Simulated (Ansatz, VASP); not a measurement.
## Two plane-wave programs on Si2N

The input INCAR:

```
PREC = Accurate
ENCUT = 520
EDIFF = 1E-6
ISMEAR = 0
SIGMA = 0.1
LREAL = False
LASPH = True
NELM = 150
ALGO = Normal
ISIF = 2
LWAVE = False
LCHARG = False
ISPIN = 2
MAGMOM = 0 0 1
LORBIT = 11
GGA = PE
NBANDS = 18
```

The input KPOINTS:

```
Automatic mesh
0
Gamma
  6 6 4
```

File POSCAR:

```
Si2N
1.0
    2.7306251657      0.0000000000      0.0000000000
   -1.3653125829      2.3647907617      0.0000000000
    0.0000000000      0.0000000000      5.3880341923
Si N
2 1
Direct
    0.6666666667      0.3333333333      0.7521256507
    0.3333333333      0.6666666667      0.2478743493
    0.0000000000      0.0000000000      0.0000000000
```

Input for Ansatz:

```yaml
crystal:
  lattice:
    - [2.7306251657, 0.0, 0.0]
    - [-1.3653125829, 2.3647907617, 0.0]
    - [0.0, 0.0, 5.3880341923]
  atoms:
    - { symbol: Si, position: [0.6666666667, 0.3333333333, 0.7521256507] }
    - { symbol: Si, position: [0.3333333333, 0.6666666667, 0.2478743493] }
    - { symbol: "N", position: [0.0, 0.0, 0.0], spin: 1.0 }
basis:
  ecutwfc: 420
kpoints:
  mp_grid: { grid: [6, 6, 4] }
hamiltonian:
  xc: pbe
scf:
  occupations: { method: gaussian, width: 0.1 }
  lower_state_search: "off"
output:
  forces: true
  stress: true
  eigenvalues: true
  populations: true
magnetization:
  spin_polarized: true
```

Change from the starting cell: species swapped into the TaS2 type (P-3m1, No. 164).

Alike in both runs: task single point; functional PBE; k mesh 6 × 6 × 4; occupations gaussian, width 0.1 eV; collinear spin.

|  | VASP | Ansatz |
| --- | --- | --- |
| version | VASP 6.6.1 | Ansatz 0.2.0 |
| potentials or method | VASP PAW PBE potentials, release 64 (Si, N) | scalar-relativistic, plane waves, PAW |
| plane-wave cutoff (eV) | 520 | 420 |
| valence electrons in the cell | 13 | 13 |

Ansatz gave:

```
gap on the k mesh at the Fermi level (eV)       : none
pressure (GPa)                                  : -0.2
largest component of the traceless stress (GPa) : 0.10
rms of the force components (eV/Å)              : 0.006
net moment per atom (μB)                        : 0.00
```

Question: What did VASP give for the same quantities?

Answer: gap on the k mesh at the Fermi level (eV): none; pressure (GPa): -0.2; largest component of the traceless stress (GPa): 0.19; rms of the force components (eV/Å): 0.000; net moment per atom (μB): 0.00.

Atom by atom the forces differ by 0.005 eV/Å (rms over components). A gap of «none» marks a metal or a gap that the smearing closes. With one functional, cell and mesh, what is left measures potentials, basis and numerics. Ansatz warned: «seeded_moment_not_kept».

Caveats: the k mesh is coarse (spacing up to 0.44 Å⁻¹), so the values aren't converged.
